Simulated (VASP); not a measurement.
A run of VASP 6.6.1:

Contents of INCAR:

```
ALGO = Fast
EDIFF = 1E-6
ENCUT = 520
GGA = PE
ISIF = 2
ISMEAR = 0
LASPH = True
LCHARG = False
LREAL = False
LWAVE = False
NBANDS = 18
NELM = 100
PREC = Accurate
SIGMA = 0.1
```

File KPOINTS:

```
k-points
0
Gamma
  12 12 12
```

Contents of POSCAR:

```
Sb
1.0
   -3.9299857801      3.9299857801      1.9448318233
    3.9299857801     -3.9299857801      1.9448318233
    3.9299857801      3.9299857801     -1.9448318233
Sb
4
Direct
    0.3575099538      0.1424900462      0.5000000000
    0.8575099538      0.3575099538      0.2150199076
    0.6424900462      0.8575099538      0.5000000000
    0.1424900462      0.6424900462      0.7849800924
```

Potentials or basis: VASP PAW PBE potentials, release 64 (Sb).

Run with:

```console
$ cat potpaw_PBE.64/Sb/POTCAR > POTCAR
$ mpirun -np 1 vasp_std > vasp.out
```

Hardware: 1 thread of Intel(R) Xeon(R) 6975P-C (Granite Rapids) (shared host).

Question: How long does it take, and how much memory?

Answer: Run time: 2.7 min on 1 thread of Intel(R) Xeon(R) 6975P-C (Granite Rapids), with other jobs on the host, peak memory 0.5 GiB. Counts: scf iterations 13, k points 163.
